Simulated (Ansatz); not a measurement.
# TaN: stress in a strained cell

Aim: deform TaN (equal xy, yz and zx engineering shear strains of -1 %) and compute stress, forces and field gradients with LAPW, PAW and all-electron datasets made for the crystal.

Computed with Ansatz 0.2.0 (DFT PBEsol, scalar-relativistic, unless a step's input says otherwise).

## Step 1: The structure to begin with

It takes space group Fm-3m (No. 225, cubic). The conventional cell has a = 4.358 Å, b = 4.358 Å, c = 4.358 Å, α = 90.00°, β = 90.00°, γ = 90.00°. Ta (site symmetry m-3m) is surrounded by 6 N at 2.18 Å. Around N (site symmetry m-3m) lie 6 Ta at 2.18 Å.

Structure file:

```cif
data_structure
_symmetry_space_group_name_H-M 'P 1'
_symmetry_Int_Tables_number 1
_cell_length_a 3.0816
_cell_length_b 3.0816
_cell_length_c 3.0816
_cell_angle_alpha 60.000
_cell_angle_beta 60.000
_cell_angle_gamma 60.000
_cell_volume 20.69
loop_
_atom_site_label
_atom_site_type_symbol
_atom_site_fract_x
_atom_site_fract_y
_atom_site_fract_z
_atom_site_occupancy
Ta1 Ta 0.50000 0.50000 0.50000 1
N1 N 0.00000 0.00000 0.00000 1
```

Atoms are numbered in the order of the input: Ta1, N2.

## Step 2: The deformed structure

Space group Fm-3m before, R-3m after.

## Step 3: Full-potential LAPW

The input, input.yaml:

```yaml
crystal:
  lattice:
    - [-0.02179, 2.168105, 2.168105]
    - [2.168105, -0.02179, 2.168105]
    - [2.168105, 2.168105, -0.02179]
  atoms:
    - { symbol: Ta, position: [0.5, 0.5, 0.5] }
    - { symbol: "N", position: [0.0, 0.0, 0.0] }
kpoints:
  mp_grid: { grid: [9, 9, 9] }
  band_path:
    path:
      - [0.0, 0.0, 0.0]
      - [0.5, 0.5, 0.5]
      - [0.2525443832, 0.5, 0.7474556168]
      - [-0.2525443832, 0.2525443832, 0.5]
      - [0.0, 0.0, 0.5]
      - [0.0, 0.0, 0.0]
      - [-0.3762721916, 0.0, 0.3762721916]
      - [0.0, 0.3762721916, 0.6237278084]
      - [0.0, 0.5, 0.5]
    npoints: 5
scf:
  occupations: { method: fermi_dirac, width: 0.02 }
hamiltonian:
  xc: pbesol
  pseudopotentials: { kind: all_electron, lapw: { basis_error: 0.0005 } }
output:
  forces: true
  stress: true
  eigenvalues: true
```

The run is started by

```sh
$ ansatz run input.yaml --threads 1 --pin off --max-ram 3072MiB --backend cpu --events-out ev --progress --plain --runs-dir out
```

## Step 4: PAW with frozen cores

The input, input.yaml:

```yaml
crystal:
  lattice:
    - [-0.02179, 2.168105, 2.168105]
    - [2.168105, -0.02179, 2.168105]
    - [2.168105, 2.168105, -0.02179]
  atoms:
    - { symbol: Ta, position: [0.5, 0.5, 0.5] }
    - { symbol: "N", position: [0.0, 0.0, 0.0] }
kpoints:
  mp_grid: { grid: [9, 9, 9] }
scf:
  occupations: { method: fermi_dirac, width: 0.02 }
hamiltonian:
  xc: pbesol
  pseudopotentials: { kind: paw }
output:
  forces: true
  stress: true
  eigenvalues: true
  efg: { contact_densities: true }
```

## Step 5: All-electron PAW on datasets made for the crystal

Changes to input.yaml since step 4:

```diff
@@ -14,3 +14,3 @@
   xc: pbesol
-  pseudopotentials: { kind: paw }
+  pseudopotentials: { kind: all_electron, datasets: crystal }
 output:
```

(Steps that only read results are left out.)

Q: Predict the outcome of this session. Wanted: pressure; largest shear or deviatoric stress.

**Answer**, as computed:

| quantity | value |
| --- | --- |
| pressure | LAPW 4.35, PAW 4.39, crystal datasets 4.35 GPa |
| largest shear or deviatoric stress (LAPW) | 0.57 GPa |

**Reading.** The largest part of the stress beyond the pressure is 0.57 GPa in size; the atoms are carried along and not relaxed. No run of the undeformed cell stands beside it, so the pressure holds what the given cell had before the change. PAW: stress within 0.04 GPa of LAPW. Crystal datasets: stress within 0.01 GPa of LAPW. Spin-orbit coupling is left out, though the cell holds Ta; in elements this heavy it can shift bands and gaps by tenths of an eV.
